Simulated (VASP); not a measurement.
**VASP 6.6.1 run: LiF**

INCAR

```
ISMEAR = 0
METAGGA = R2SCAN
NBANDS = 12
LCHARG = .FALSE.
NSW = 0
ISIF = 2
ISYM = -1
SIGMA = 0.01
IBRION = -1
ENCUT = 520
LREAL = .FALSE.
EDIFF = 1E-7
PREC = Accurate
LWAVE = .FALSE.
NELM = 54
ALGO = Normal
LASPH = .TRUE.
```

KPOINTS

```
KPOINTS created by Atomic Simulation Environment
0
Gamma
4 4 4
0 0 0
```

POSCAR

```
Li F
 1.0000000000000000
     0.0000000000000000    1.9948717392999999    2.0148204566999999
     1.9948717392999999    0.0000000000000000    2.0148204566999999
     1.9948717392999999    1.9948717392999999    0.0000000000000000
 Li  F
   1   1
Cartesian
  0.0000000000000000  0.0000000000000000  0.0000000000000000
  1.9948717392999997  1.9948717392999997  2.0148204566999994
```

The recommended PBE PAW datasets give the neutral cell 10 valence electrons.

Command

```
mpirun -np 1 vasp_std
```

OSZICAR

```
N       E                     dE             d eps       ncg     rms          rms(c)
DAV:   1     0.294059689867E+02    0.29406E+02   -0.56004E+03  1584   0.861E+02
DAV:   2    -0.137475690469E+02   -0.43154E+02   -0.42201E+02  1864   0.197E+02
DAV:   3    -0.149600496237E+02   -0.12125E+01   -0.12096E+01  2100   0.287E+01
DAV:   4    -0.149727080190E+02   -0.12658E-01   -0.12658E-01  1788   0.282E+00
DAV:   5    -0.149728549631E+02   -0.14694E-03   -0.14694E-03  2132   0.214E-01    0.389E+00
DAV:   6    -0.119014363299E+02    0.30714E+01   -0.68238E-01  1544   0.612E+00    0.152E+00
DAV:   7    -0.119011428017E+02    0.29353E-03   -0.47161E-01  1804   0.487E+00    0.120E+00
DAV:   8    -0.120381388840E+02   -0.13700E+00   -0.10398E+00  1728   0.702E+00    0.263E+00
DAV:   9    -0.119014422222E+02    0.13670E+00   -0.69031E-01  1736   0.541E+00    0.946E-02
DAV:  10    -0.119006619523E+02    0.78027E-03   -0.58461E-03  1704   0.785E-01    0.111E-01
DAV:  11    -0.119006225908E+02    0.39361E-04   -0.14898E-04  1864   0.115E-01    0.605E-02
DAV:  12    -0.119005629163E+02    0.59675E-04   -0.44215E-04  1872   0.142E-01    0.659E-03
DAV:  13    -0.119005625659E+02    0.35046E-06   -0.54590E-06  1820   0.204E-02    0.194E-03
DAV:  14    -0.119005626246E+02   -0.58743E-07   -0.18665E-07  1920   0.392E-03
   1 F= -.11900563E+02 E0= -.11900563E+02  d E =-.262374E-17
```

From OUTCAR

```
k-points           NKPTS =     64   k-points in BZ     NKDIM =     64   number of bands    NBANDS=     12

   NELECT =      10.0000    total number of electrons

   dimension x,y,z NGX =    24 NGY =   24 NGZ =   24
   dimension x,y,z NGXF=    48 NGYF=   48 NGZF=   48

  energy-cutoff  :      520.00
  volume of cell :       16.04
      direct lattice vectors                 reciprocal lattice vectors
     0.000000000  1.994871739  2.014820457    -0.250642681  0.250642681  0.248161070
     1.994871739  0.000000000  2.014820457     0.250642681 -0.250642681  0.248161070
     1.994871739  1.994871739  0.000000000     0.250642681  0.250642681 -0.248161070

 k-points in reciprocal lattice and weights: KPOINTS created by Atomic Simulation Env
   0.00000000  0.00000000  0.00000000       0.016
   0.25000000  0.00000000  0.00000000       0.016
   0.50000000  0.00000000  0.00000000       0.016
  -0.25000000 -0.00000000  0.00000000       0.016
   0.00000000  0.25000000  0.00000000       0.016
   0.25000000  0.25000000  0.00000000       0.016
   0.50000000  0.25000000  0.00000000       0.016
  -0.25000000  0.25000000  0.00000000       0.016
   ...

 E-fermi :  -1.4520

 k-point     1 :       0.0000    0.0000    0.0000
  band No.  band energies     occupation
      1     -43.5584      2.00000
      2     -22.6701      2.00000
      3      -1.5310      2.00000
      4      -1.5310      2.00000
      5      -1.5078      2.00000
      6       8.9327      0.00000
      7      24.0913      0.00000
      8      24.1739      0.00000
      9      24.1739      0.00000
     10      24.6501      0.00000
     11      24.9141      0.00000
     12      24.9149      0.00000

 k-point     2 :       0.2500    0.0000    0.0000
  band No.  band energies     occupation
      1     -43.5276      2.00000
      2     -22.4647      2.00000
      3      -2.8960      2.00000
      4      -1.6527      2.00000
      5      -1.6495      2.00000
      6      10.1219      0.00000
      7      17.8917      0.00000
      8      20.7350      0.00000
      9      20.9328      0.00000
     10      27.5449      0.00000
     11      27.6303      0.00000
     12      27.6796      0.00000

 k-point     3 :       0.5000    0.0000    0.0000
  band No.  band energies     occupation
      1     -43.4967      2.00000
      2     -22.2440      2.00000
      3      -4.0686      2.00000
      4      -1.7824      2.00000
      5      -1.7610      2.00000
      6      10.4133      0.00000
      7      16.8487      0.00000
      8      18.9746      0.00000
      9      19.1683      0.00000
     10      31.0623      0.00000
     11      31.2859      0.00000
     12      31.3917      0.00000

 k-point     4 :      -0.2500   -0.0000    0.0000
  band No.  band energies     occupation
      1     -43.5276      2.00000
      2     -22.4647      2.00000
      3      -2.8960      2.00000
      4      -1.6527      2.00000
      5      -1.6495      2.00000
      6      10.1219      0.00000
      7      17.8917      0.00000
      8      20.7350      0.00000
      9      20.9328      0.00000
     10      27.5449      0.00000
     11      27.6303      0.00000
     12      27.6796      0.00000

 ...

  Total       -0.1205308     -0.1205318     -0.2224444     -0.0005178      0.0003440      0.0003450
  in kB      -12.0423795    -12.0424769    -22.2246949     -0.0517387      0.0343657      0.0344650
  external PRESSURE =     -15.4365171 kB  Pullay stress =       0.0000000 kB

 POSITION                                       TOTAL-FORCE (eV/Angst)
 -----------------------------------------------------------------------------------
      0.00000      0.00000      0.00000        -0.000020      0.000011      0.000003
      1.99487      1.99487      2.01482         0.000020     -0.000011     -0.000003
 -----------------------------------------------------------------------------------
    total drift:                               -0.000040      0.000022      0.000007

  FREE ENERGIE OF THE ION-ELECTRON SYSTEM (eV)
  ---------------------------------------------------
  free  energy   TOTEN  =       -11.9005626246 eV

  energy  without entropy=      -11.9005626246  energy(sigma->0) =      -11.90056262
```

It converged. Results: gap between bands v and c on the k mesh 10.44 eV; least direct gap on the k mesh 10.44 eV; pressure -1.5 GPa. Band v is the last that the valence electrons fill when counted band by band, and c is the next.

For comparison, a separate r²SCAN run of the intended cell, on usual settings and not on those above, gives a gap of 10.44 eV on its mesh and a pressure of -1.6 GPa.

The run above took about 18 s on one core of a shared host (Intel Xeon 6975P-C) and held 0.14 GiB at most.
